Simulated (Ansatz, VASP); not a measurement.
**Two plane-wave programs on LaB6**

```
La B
1.0
     4.09838    0.00000    0.00000
     0.00000    4.09838    0.00000
     0.00000    0.00000    4.09838
La B
1 6
Cartesian
  0.0000 0.0000 0.0000
  0.8193 2.0492 2.0492
  2.0492 0.8193 2.0492
  3.2791 2.0492 2.0492
  2.0492 3.2791 2.0492
  2.0492 2.0492 0.8193
  2.0492 2.0492 3.2791
```

Alike in both runs: functional LDA; k mesh 10 × 10 × 10; occupations gaussian, width 0.1 eV; no spin polarisation.

Ansatz relaxed the structure, and its values are those at the end. VASP's run is a single point on that final structure, the one shown.

|  | VASP | Ansatz |
| --- | --- | --- |
| version | VASP 6.6.1 | Ansatz 0.2.0 |
| potentials or method | VASP PAW LDA potentials, release 64 (La, B) | scalar-relativistic, plane waves, PAW |
| plane-wave cutoff (eV) | 520 | 420 |
| valence electrons in the cell | 29 | 29 |

VASP gave:

* gap on the k mesh at the Fermi level (eV): none
* pressure (GPa): 0.1
* rms of the force components (eV/Å): 0.010

Q: What did Ansatz give for the same quantities?

A: gap on the k mesh at the Fermi level (eV): none; pressure (GPa): 0.0; rms of the force components (eV/Å): 0.002.

A gap of «none» marks a metal or a gap that the smearing closes.

Spin-orbit coupling is left out, which matters for the levels of La.
